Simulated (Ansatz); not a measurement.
(001) slab cut from the bulk of WSe2, 15 Å of vacuum:

```xyz
5
Lattice="3.3201 0.0000 0.0000 -1.6600 2.8753 0.0000 0.0000 0.0000 44.9518" Properties=species:S:1:pos:R:3 pbc="T T T"
Se    0.0000    1.9169    7.5000
Se    0.0000    1.9169   20.7975
W     0.0000    0.0000   22.4759
Se    0.0000    1.9169   24.1542
Se    0.0000    1.9169   37.4518
```

The calculation used Ansatz, DFT PBE, scalar-relativistic, plane waves, PAW. Plane waves to 420 eV, a k mesh through Γ of 9×9×1 on the computed 5-atom cell and Gaussian smearing (0.05 eV); no spin polarisation. The cell repeats along c with a dipole correction in the vacuum.

This base run converges in 12 iterations with a largest force of 0.012 eV/Å and a work function of 6.47 eV on the top face.

One setting at a time is then changed, some of them on purpose to poor values; changes count from the base run, energies are extrapolated to zero smearing, atoms stay where they are, and risky runs are capped at 50 to 100 iterations. The slab isn't stoichiometric (WSe4).

Task: What does each change do? isolated along c; cutoff 550 eV; no dipole correction, vacuum of 8 Å; field of -0.3 V/Å along c; cutoff 200 eV; cutoff 120 eV; no preconditioner, β = 0.7.

Result:
```json
{"change": "isolated along c", "outcome": "converged with warnings", "SCF iterations": "12", "ΔE (meV/atom)": "0.0", "Δφ top (eV)": "0.00", "largest force (eV/Å)": "0.012", "largest change of a force (eV/Å)": "0.000"}
{"change": "cutoff 550 eV", "outcome": "converged", "SCF iterations": "12", "ΔE (meV/atom)": "-0.6", "Δφ top (eV)": "0.00", "largest force (eV/Å)": "0.011", "largest change of a force (eV/Å)": "0.001"}
{"change": "no dipole correction, vacuum of 8 Å", "outcome": "converged", "SCF iterations": "12", "ΔE (meV/atom)": "0.0", "Δφ top (eV)": "", "largest force (eV/Å)": "0.012", "largest change of a force (eV/Å)": "0.000"}
{"change": "field of -0.3 V/Å along c", "outcome": "converged", "SCF iterations": "38", "ΔE (meV/atom)": "-15.5", "Δφ top (eV)": "", "largest force (eV/Å)": "0.012", "largest change of a force (eV/Å)": "0.002"}
{"change": "cutoff 200 eV", "outcome": "converged with warnings", "SCF iterations": "17", "ΔE (meV/atom)": "+3117.0", "Δφ top (eV)": "+0.09", "largest force (eV/Å)": "0.115", "largest change of a force (eV/Å)": "0.103"}
{"change": "cutoff 120 eV", "outcome": "converged with warnings", "SCF iterations": "31", "ΔE (meV/atom)": "+44666.3", "Δφ top (eV)": "", "largest force (eV/Å)": "0.190", "largest change of a force (eV/Å)": "0.178"}
{"change": "no preconditioner, β = 0.7", "outcome": "converged", "SCF iterations": "41", "ΔE (meV/atom)": "0.0", "Δφ top (eV)": "0.00", "largest force (eV/Å)": "0.012", "largest change of a force (eV/Å)": "0.000"}
```

Spin-orbit coupling is left out, which matters for the bands of heavy elements. In some of the runs (cutoff 200, cutoff 120) charge leaks into the vacuum, so their work functions can be off.

The reference crystal is a form of WSe2, which isn't its usual structure.

Cost: 8 runs of about 6.7 core-minutes in all, on AMD EPYC 7R43 (Zen 3) (shared hosts).